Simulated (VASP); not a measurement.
# Eu (Im-3m) in VASP: further runs, part 2 of 2

VASP 6.6.1.

**3. Single point, PBE, collinear spin, typed start**

This run uses another cell than the first one, of 48.44 Å³/atom, 0.989 times its volume.

Contents of INCAR:

```
SYSTEM = Eu
PREC = Accurate
ENCUT = 520
EDIFF = 1E-6
ISMEAR = 0
SIGMA = 0.05
LREAL = .FALSE.
LASPH = .TRUE.
NELM = 150
ALGO = Normal
ISIF = 2
LWAVE = .FALSE.
LCHARG = .TRUE.
ISPIN = 2
MAGMOM = 7.89
LORBIT = 11
LMAXMIX = 6
GGA = PE
LELF = .TRUE.
LVHAR = .TRUE.
NBANDS = 18
```

Contents of KPOINTS:

```
Automatic mesh
0
G
  6 6 6
  0 0 0
```

Contents of POSCAR:

```
Eu
1.0
   -2.2964117604      2.2964117604      2.2964117604
    2.2964117604     -2.2964117604      2.2964117604
    2.2964117604      2.2964117604     -2.2964117604
Eu
1
Direct
    0.0000000000      0.0000000000      0.0000000000
```

Potentials or basis: VASP PAW PBE potentials, release 64 (Eu).

The run is started by

```sh
$ cat potpaw_PBE.64/Eu/POTCAR > POTCAR
$ mpirun -np 1 vasp_std > vasp.out
```

OUTCAR:

```text
SYSTEM = Eu
   PREC = Accurate
   ENCUT = 520
   EDIFF = 1E-6
   ISMEAR = 0
   LREAL = .FALSE.
   LASPH = .TRUE.
   NELM = 150
   ISIF = 2
   ISPIN = 2
   LORBIT = 11
   GGA = PE

 ion  position               nearest neighbor table
   1  0.000  0.000  0.000-

  LATTYP: Found a body centered cubic cell.
 ALAT       =     4.5928235208

  Lattice vectors:

 A1 = (  -2.2964117604,   2.2964117604,   2.2964117604)
 A2 = (   2.2964117604,  -2.2964117604,   2.2964117604)
 A3 = (   2.2964117604,   2.2964117604,  -2.2964117604)

Analysis of symmetry for initial positions (statically):
=====================================================================
 Subroutine PRICEL returns:
 Original cell was already a primitive cell.

 Routine SETGRP: Setting up the symmetry group for a
 body centered cubic supercell.

 Subroutine GETGRP returns: Found 48 space group operations
 (whereof 48 operations were pure point group operations)
 out of a pool of 48 trial point group operations.

The static configuration has the point symmetry O_h .

Analysis of symmetry for dynamics (positions and initial velocities):
=====================================================================
 Subroutine PRICEL returns:
 Original cell was already a primitive cell.

 Routine SETGRP: Setting up the symmetry group for a
 body centered cubic supercell.

 Subroutine GETGRP returns: Found 48 space group operations
 (whereof 48 operations were pure point group operations)
 out of a pool of 48 trial point group operations.

The dynamic configuration has the point symmetry O_h .

Analysis of structural, dynamic, and magnetic symmetry:
=====================================================================
 Subroutine PRICEL returns:
 Original cell was already a primitive cell.

 Routine SETGRP: Setting up the symmetry group for a
 body centered cubic supercell.

 Subroutine GETGRP returns: Found 48 space group operations
 (whereof 48 operations were pure point group operations)
 out of a pool of 48 trial point group operations.

The overall configuration has the point symmetry O_h .

 Subroutine INISYM returns: Found 48 space group operations
 (whereof 48 operations are pure point group operations),
 and found     1 'primitive' translations

----------------------------------------------------------------------------------------

                                     Primitive cell

  volume of cell :      48.4406

  direct lattice vectors                    reciprocal lattice vectors
    -2.296411760  2.296411760  2.296411760     0.000000000  0.217730987  0.217730987
     2.296411760 -2.296411760  2.296411760     0.217730987  0.000000000  0.217730987
     2.296411760  2.296411760 -2.296411760     0.217730987  0.217730987  0.000000000

  length of vectors
     3.977501844  3.977501844  3.977501844     0.307918115  0.307918115  0.307918115

  position of ions in fractional coordinates (direct lattice)
     0.000000000  0.000000000  0.000000000

  ion indices of the primitive-cell ions
   primitive index   ion index
                 1           1

----------------------------------------------------------------------------------------

 KPOINTS: Automatic mesh

Automatic generation of k-mesh.
 Grid dimensions read from file:
 generate k-points for:    6    6    6
[... 45 lines left out ...]
 SYSTEM =  Eu
   PREC   = accura    normal or accurate (medium, high low for compatibility)
   ISTART =      0    job   : 0-new  1-cont  2-samecut
   ICHARG =      2    charge: 1-file 2-atom 10-const
   ISPIN  =      2    spin polarized calculation?
   LNONCOLLINEAR =      F non collinear calculations
   LSORBIT =      F    spin-orbit coupling
   LASPH  =      T    aspherical Exc in radial PAW
   ENCUT  =  520.0 eV  38.22 Ry    6.18 a.u.   7.40  7.40  7.40*2*pi/ulx,y,z
   NELM   =    150;   NELMIN=  2; NELMDL= -5     # of ELM steps
   EDIFF  = 0.1E-05   stopping-criterion for ELM
   LREAL  =      F    real-space projection
   EDIFFG = 0.1E-04   stopping-criterion for IOM
   NSW    =      0    number of steps for IOM
   IBRION =     -1    ionic relax: 0-MD 1-quasi-New 2-CG
   NFREE  =      0    steps in history (QN), initial steepest desc. (CG)
   ISIF   =      2    stress and relaxation
   ISYM   =      2    0-nonsym 1-usesym 2-fastsym
   POTIM  = 0.5000    time-step for ionic-motion
   TEBEG  =    0.0;   TEEND  =   0.0 temperature during run
   PSTRESS=    0.0 pullay stress
   NELECT =      17.0000    total number of electrons
   NUPDOWN=      -1.0000    fix difference up-down
   EMIN   =  10.00;   EMAX   =-10.00  energy-range for DOS
   EFERMI =   0.00;   METHOD = LEGACY
   ISMEAR =     0;   SIGMA  =   0.05  broadening in eV -4-tet -1-fermi 0-gaus
   EFERMI_NEDOS =   21; number of points for ismear=-14 and -15
   IALGO  =     38    algorithm
   IMIX   =      4    mixing-type and parameters
     AMIX     =   0.40;   BMIX     =  1.00
     AMIX_MAG =   1.60;   BMIX_MAG =  1.00
  volume/ion in A,a.u.               =      48.44       326.89
  Fermi-wavevector in a.u.,A,eV,Ry     =   1.154750  2.182161 18.142662  1.333448
  Thomas-Fermi vector in A             =   2.291384
   LORBIT       =     11    0 simple, 1 ext, 2 COOP (PROOUT), +10 PAW based schemes
   GGA     = PE    functional components
   LHFCALC =     F    Hartree Fock is set to
   AEXX    =    0.0000 exact exchange contribution
   IVDW    =     0    specifies the selected vdW correction
   LEPSILON=     F    determine dielectric tensor
   LRPA    =     F    only Hartree local field effects (RPA)
 spin polarized calculation
 Gauss-broadening in eV      SIGMA  =   0.05
  energy-cutoff  :      520.00
  volume of cell :       48.44
 maximum number of plane-waves:      1318
 NGX is ok and might be reduce to    30
   NGX = 15   NGY = 15   NGZ = 15

 number of electron      17.0000008 magnetization       7.5181148

 Free energy of the ion-electron system (eV)
  ---------------------------------------------------
  ext. energy  EPLUGINS =         0.00000000
  ---------------------------------------------------
  free energy    TOTEN  =       -11.39798545 eV

  energy without entropy =      -11.39577965  energy(sigma->0) =      -11.39688255

 E-fermi :   1.6343     XC(G=0):  -8.2647

 val. band max:        1.5816080004   @ k =   0.3333   0.3333   0.0000
 cond. band min:       1.6365377024   @ k =   0.5000   0.5000   0.5000
 fundamental gap:      0.0549297020
 Fermi energy:         1.6342747866

 spin component 1

 k-point     1 :       0.0000    0.0000    0.0000
  band No.  band energies     occupation
      1     -40.1425      1.00000
      2     -18.7933      1.00000
      3     -18.7933      1.00000
      4     -18.7933      1.00000
      5      -2.6203      1.00000
      6       1.1125      1.00000
[... 312 lines left out ...]
      4     -18.9928      1.00000
      5       0.6871      1.00000
      6       0.6871      1.00000
[... 10 lines left out ...]
     17       6.2561      0.00000
     18       6.2561      0.00000
 Fermi energy:         1.6342747866

 spin component 2

 k-point     1 :       0.0000    0.0000    0.0000
  band No.  band energies     occupation
      1     -36.9731      1.00000
      2     -16.4317      1.00000
      3     -16.4317      1.00000
      4     -16.4317      1.00000
      5      -1.7477      1.00000
      6       4.2982      0.00000
[... 313 lines left out ...]
      5       1.6365      0.47448
      6       1.6365      0.47448
[... 10 lines left out ...]
     17       7.5311      0.00000
     18       7.5311      0.00000

------------------------ aborting loop because EDIFF is reached ----------------------------------------

  FORCE on cell =-STRESS in cart. coord.  units (eV):
  Direction    XX          YY          ZZ          XY          YZ          ZX
  --------------------------------------------------------------------------------------
  -------------------------------------------------------------------------------------
  Total       -0.5430510     -0.5430510     -0.5430510      0.0000000      0.0000000      0.0000000
  in kB      -17.9614725    -17.9614725    -17.9614725      0.0000000      0.0000000      0.0000000
  external PRESSURE =     -17.9614725 kB  Pullay stress =       0.0000000 kB

 VOLUME and BASIS-vectors are now :
 -----------------------------------------------------------------------------
  energy-cutoff  :      520.00
  volume of cell :       48.44
      direct lattice vectors                 reciprocal lattice vectors
    -2.296411760  2.296411760  2.296411760     0.000000000  0.217730987  0.217730987
     2.296411760 -2.296411760  2.296411760     0.217730987  0.000000000  0.217730987
     2.296411760  2.296411760 -2.296411760     0.217730987  0.217730987  0.000000000

 POSITION                                       TOTAL-FORCE (eV/Angst)
 -----------------------------------------------------------------------------------
      0.00000      0.00000      0.00000         0.000000      0.000000     -0.000000
 -----------------------------------------------------------------------------------
    total drift:                               -0.000000     -0.000000      0.000000

  FREE ENERGIE OF THE ION-ELECTRON SYSTEM (eV)
  ---------------------------------------------------
  free  energy   TOTEN  =       -11.3979854454 eV

  energy  without entropy=      -11.3957796487  energy(sigma->0) =      -11.39688255

 total charge

# of ion       s       p       d       f       tot
--------------------------------------------------
    1        2.077   5.719   0.243   6.684  14.723

 magnetization (x)

# of ion       s       p       d       f       tot
--------------------------------------------------
    1       -0.003  -0.092   0.149   6.683   6.736
```

OSZICAR:

```text
N       E                     dE             d eps       ncg     rms          rms(c)
DAV:   1     0.116423826255E+03    0.11642E+03   -0.63756E+03  1314   0.397E+03
DAV:   2     0.110085289304E+02   -0.10542E+03   -0.93627E+02  1490   0.278E+02
DAV:   3    -0.725872401741E+01   -0.18267E+02   -0.17918E+02  1740   0.108E+02
[... 10 lines left out ...]
DAV:  14    -0.113979577396E+02   -0.20941E-03   -0.51043E-04  2004   0.278E-01    0.722E-01
DAV:  15    -0.113979673253E+02   -0.95857E-05   -0.21623E-05  2014   0.535E-02    0.613E-01
DAV:  16    -0.113979723127E+02   -0.49874E-05   -0.10357E-05  1800   0.476E-02    0.427E-01
DAV:  17    -0.113979833618E+02   -0.11049E-04   -0.10335E-04  1780   0.153E-01    0.122E-01
DAV:  18    -0.113979848525E+02   -0.14907E-05   -0.63294E-06  1746   0.187E-02    0.615E-02
DAV:  19    -0.113979854454E+02   -0.59284E-06   -0.18540E-06  1300   0.181E-02
   1 F= -.11397985E+02 E0= -.11396883E+02  d E =-.220580E-02  mag=     7.5180
```

stdout:

```text
POSCAR found type information on POSCAR Eu
 POSCAR found :  1 types and       1 ions
 scaLAPACK will be used
 LDA part: xc-table for (Slater+PW92), standard interpolation
 POSCAR, INCAR and KPOINTS ok, starting setup
 FFT: planning ... GRIDC
 FFT: planning ... GRID_SOFT
 FFT: planning ... GRID
 WAVECAR not read
 entering main loop
```

Run time: 28 s. Hardware: 1 thread of Intel Xeon 6975P-C (Granite Rapids), shared host; peak memory 0.2 GiB.

Results:

```
Free energy                                           : -11.3980 eV
Pressure                                              : -1.8 GPa
Band gap on the k mesh                                : none (metal or under the smearing width)
Net moment                                            : 7.52 μB per cell
Site moments                                          : Eu +6.74 μB
Valence electrons inside the program's atomic spheres : Eu 14.72
```

Caveat: spin-orbit coupling is left out, which moves the levels of the heavy elements. The state reached can hang on the start; a lower one may exist.
